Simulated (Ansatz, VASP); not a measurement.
**Tl: VASP beside Ansatz**

```xyz
1
Lattice="-1.9059 1.9307 1.9520 1.9156 -1.9201 1.9510 1.9872 2.0013 -1.9414" Properties=species:S:1:pos:R:3 pbc="T T T"
Tl    0.0437   -0.0267   -0.0263
```

Change from the starting cell: cell strained at random at fixed volume.

Alike in both runs: task single point; functional PBE; k mesh 10 × 10 × 10; occupations fermi-dirac, width 0.05 eV; no spin polarisation.

|  | VASP | Ansatz |
| --- | --- | --- |
| version | VASP 6.6.1 | Ansatz 0.2.0 |
| potentials or method | VASP PAW PBE potentials, release 64 (Tl_d) | Ansatz PAW |
| plane-wave cutoff (eV) | 520 | 420 |
| valence electrons in the cell | 13 | 13 |

```tsv
	VASP	Ansatz	Ansatz less VASP
gap on the k mesh at the Fermi level (eV)	none	none	-
pressure (GPa)	1.3	1.4	+0.06
largest component of the traceless stress (GPa)	1.04	1.04	+0.001
```

A gap of «none» marks a metal or a gap that the smearing closes. The functional is the same, so the differences come from potentials, cutoffs and numerics.

Spin-orbit coupling is left out, which matters for the levels of Tl.
